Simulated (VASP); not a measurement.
A calculation with VASP 6.6.1 of NiO (native input, structure from a POSCAR):

The input INCAR:

```
SYSTEM = NiO
  ALGO = Normal
  EDIFF = 1E-6
  ENCUT = 520
  GGA = PS
  ISIF = 2
  ISMEAR = 0
  ISPIN = 2
  LASPH = .TRUE.
  LCHARG = .TRUE.
  LELF = .TRUE.
  LMAXMIX = 4
  LORBIT = 11
  LREAL = .FALSE.
  LVHAR = .TRUE.
  LWAVE = .FALSE.
  MAGMOM = 1 0
  NBANDS = 19
  NELM = 150
  PREC = Accurate
  SIGMA = 0.05
```

File KPOINTS:

```
k-points
0
G
  11 11 11
  0 0 0
```

POSCAR

```
NiO
2.9499
    0.000000000000      0.707109271975      0.707109271975
    0.707109271975      0.000000000000      0.707109271975
    0.707109271975      0.707109271975      0.000000000000
Ni O
1 1
Direct
    0.0000000000      0.0000000000      0.0000000000
    0.5000000000      0.5000000000      0.5000000000
```

Potentials or basis: VASP PAW PBE potentials, release 54 (Ni, O).

Command:

```console
$ cat potpaw_PBE.54/Ni/POTCAR potpaw_PBE.54/O/POTCAR > POTCAR
$ mpirun -np 1 vasp_std > vasp.out
```

Q: Write the same calculation in another form: ASE script, structure typed inline.

A: As run:

The input run.py:

```python
from ase import Atoms
from ase.calculators.vasp import Vasp
from ase.dft.bandgap import bandgap

atoms = Atoms(
    ['Ni', 'O'],
    cell=[[0.0, 2.0859016414, 2.0859016414], [2.0859016414, 0.0, 2.0859016414], [2.0859016414, 2.0859016414, 0.0]],
    scaled_positions=[[0.0, 0.0, 0.0], [0.5, 0.5, 0.5]],
    pbc=True,
)
atoms.set_initial_magnetic_moments([1.0, 0.0])
calc = Vasp(
    directory='calc',
    xc='pbesol',
    pp='PBE',
    setups='recommended',
    pp_version='54',
    prec='Accurate',
    encut=520,
    ediff=1e-07,
    ismear=0,
    sigma=0.05,
    lreal=False,
    lasph=True,
    nelm=150,
    algo='Normal',
    isif=2,
    lwave=False,
    lcharg=True,
    ispin=2,
    lorbit=11,
    lmaxmix=4,
    lelf=True,
    lvhar=True,
    kpts=[11, 11, 11],
    gamma=True,
)
atoms.calc = calc

print('energy (eV):', atoms.get_potential_energy())
print('free energy (eV):', atoms.get_potential_energy(force_consistent=True))
print('forces (eV/A):')
print(atoms.get_forces())
print('stress (eV/A^3, Voigt):', atoms.get_stress())
print('Fermi level (eV):', calc.get_fermi_level())
print('moment (muB):', atoms.get_magnetic_moment())
print('site moments (muB):', atoms.get_magnetic_moments())
gap, top, bottom = bandgap(calc)
print('band gap (eV):', gap, 'from (spin, k, band)', top, 'to', bottom)
```

Potentials or basis: VASP PAW PBE potentials, release 54 (Ni, O).

Launch:

```bash
$ python run.py
```

Both were run:

|  | native input, structure from a POSCAR | ASE script, structure typed inline |
| --- | --- | --- |
| Pressure | -7.8 GPa | -7.8 GPa |
| Band gap on the k mesh | none (metal or under the smearing width) | none (metal or under the smearing width) |
| Net moment | 1.33 μB per cell | 1.33 μB per cell |
| Site moments | Ni +1.11; O +0.19 μB | Ni +1.11; O +0.19 μB |
| Valence electrons inside the program's atomic spheres | Ni 9.04; O 4.93 | Ni 9.04; O 4.93 |

Keys that steer only the numerical path or the files written may differ.

Caveat: the PAW data sets were made with another functional, which shifts forces and pressure a little; a cell with one magnetic atom can't hold antiferromagnetic order, which such compounds often take; semilocal functionals often make such compounds metallic where correlation or magnetic order opens a gap, which also shifts bond lengths.
